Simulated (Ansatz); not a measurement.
AlN (rocksalt), relaxed with r2SCAN in Ansatz. Space group Fm-3m (No. 225), cubic; conventional cell a = 4.038 Å, 8.23 Å³ an atom. Around Al lie 6 N at 2.02 Å; around N lie 6 Al at 2.02 Å.

The axes x, y and z are those of this cell:
```
Al N
1.0
     0.00000    2.01887    2.01887
     2.01887    0.00000    2.01887
     2.01887    2.01887    0.00000
Al N
1 1
Direct
  0.00000 0.00000 0.00000
  0.50000 0.50000 0.50000
```

Unstrained: The PBE gap is indirect, 4.669 eV (Γ to X), below the direct gap of 5.726 eV at Γ. r2SCAN gives an indirect gap of 5.522 eV, from Γ to X; the least direct gap is 6.530 eV at Γ. With HSE06 the valence top lies at Γ and the conduction bottom at X, 6.083 eV higher; the smallest vertical gap, at Γ, is 7.266 eV. Meshes: PBE 10×10×10, r2SCAN 10×10×10, HSE06 8×8×8. Strains are changes of length per length. After each strain the atoms were relaxed again with r2SCAN in this cell and within any symmetry left, so distortions that break it or need a larger cell weren't tested; points keep the names that they have in the unstrained zone. Values at 0 K without nuclear motion; spin polarisation is off, and the phase may be a hypothetical one.

Problem. For epitaxial -1.0 % in the plane normal to [111], how far does the free direction move, and what happens to the gap?

Solution. The normal strain at zero normal stress is +0.14 %, 0.14 of the in-plane strain with the sign turned. PBE: the gap goes from 4.669 to 4.759 eV (+0.090 eV); with r2SCAN the top three valence levels at Γ, degenerate before, become 2+1 from the top over 169 meV. r2SCAN: the gap goes from 5.522 to 5.601 eV (+0.079 eV). HSE06: the gap goes from 6.083 to 6.167 eV (+0.084 eV).

Problem. Apply epitaxial +2.0 % in the plane normal to [111], free normal strain -0.27 %. How far does the gap move, against the unstrained cell?

Solution. PBE: the gap goes from 4.669 to 4.063 eV (-0.606 eV); with r2SCAN the top three valence levels at Γ, degenerate before, become 1+2 from the top over 303 meV. r2SCAN: the gap goes from 5.522 to 4.884 eV (-0.638 eV). HSE06: the gap goes from 6.083 to 5.432 eV (-0.651 eV). The r2SCAN energy rises by 15.1 meV an atom.

Problem. Apply epitaxial +3.0 % in the plane normal to [111], free normal strain -0.41 %. How far does the gap move, against the unstrained cell?

Solution. PBE: the gap goes from 4.669 to 3.760 eV (-0.909 eV); with r2SCAN the top three valence levels at Γ, degenerate before, become 1+2 from the top over 440 meV. r2SCAN: the gap goes from 5.522 to 4.565 eV (-0.957 eV). HSE06: the gap goes from 6.083 to 5.108 eV (-0.975 eV). The r2SCAN energy rises by 33.3 meV an atom.

Problem. Estimate what epitaxial -4.0 % in the plane normal to [111], free normal strain +0.58 % does to the gap.

Solution. PBE: the gap goes from 4.669 to 4.494 eV (-0.175 eV); with r2SCAN the top three valence levels at Γ, degenerate before, become 2+1 from the top over 747 meV. r2SCAN: the gap goes from 5.522 to 5.252 eV (-0.270 eV). HSE06: the gap goes from 6.083 to 5.824 eV (-0.259 eV). The r2SCAN energy rises by 69.5 meV an atom.

Problem. Apply epitaxial +4.0 % in the plane normal to [111], free normal strain -0.54 %. How far does the gap move, against the unstrained cell?

Solution. PBE: the gap goes from 4.669 to 3.466 eV (-1.203 eV); with r2SCAN the top three valence levels at Γ, degenerate before, become 1+2 from the top over 566 meV. r2SCAN: the gap goes from 5.522 to 4.256 eV (-1.266 eV). HSE06: the gap goes from 6.083 to 4.793 eV (-1.290 eV). The r2SCAN energy rises by 57.8 meV an atom.

Problem. Estimate what epitaxial -3.0 % in the plane normal to [111], free normal strain +0.43 % does to the gap.

Solution. PBE: the gap goes from 4.669 to 4.637 eV (-0.032 eV); with r2SCAN the top three valence levels at Γ, degenerate before, become 2+1 from the top over 541 meV. r2SCAN: the gap goes from 5.522 to 5.410 eV (-0.112 eV). HSE06: the gap goes from 6.083 to 5.975 eV (-0.108 eV). The r2SCAN energy rises by 38.2 meV an atom.

Problem. For epitaxial -2.0 % in the plane normal to [111], how far does the free direction move, and what happens to the gap?

Solution. The normal strain at zero normal stress is +0.29 %, 0.14 of the in-plane strain with the sign turned. PBE: the gap goes from 4.669 to 4.741 eV (+0.072 eV); with r2SCAN the top three valence levels at Γ, degenerate before, become 2+1 from the top over 349 meV. r2SCAN: the gap goes from 5.522 to 5.540 eV (+0.018 eV). HSE06: the gap goes from 6.083 to 6.103 eV (+0.020 eV).

Problem. For epitaxial +1.0 % in the plane normal to [111], how far does the free direction move, and what happens to the gap?

Solution. The normal strain at zero normal stress is -0.13 %, 0.13 of the in-plane strain with the sign turned. PBE: the gap goes from 4.669 to 4.370 eV (-0.299 eV); with r2SCAN the top three valence levels at Γ, degenerate before, become 1+2 from the top over 156 meV. r2SCAN: the gap goes from 5.522 to 5.207 eV (-0.315 eV). HSE06: the gap goes from 6.083 to 5.761 eV (-0.322 eV).

The meshes of the hybrids are coarse, so their gaps aren't converged to the digits shown.

The splittings at Γ are without spin-orbit coupling, which regroups them where it is of like size.
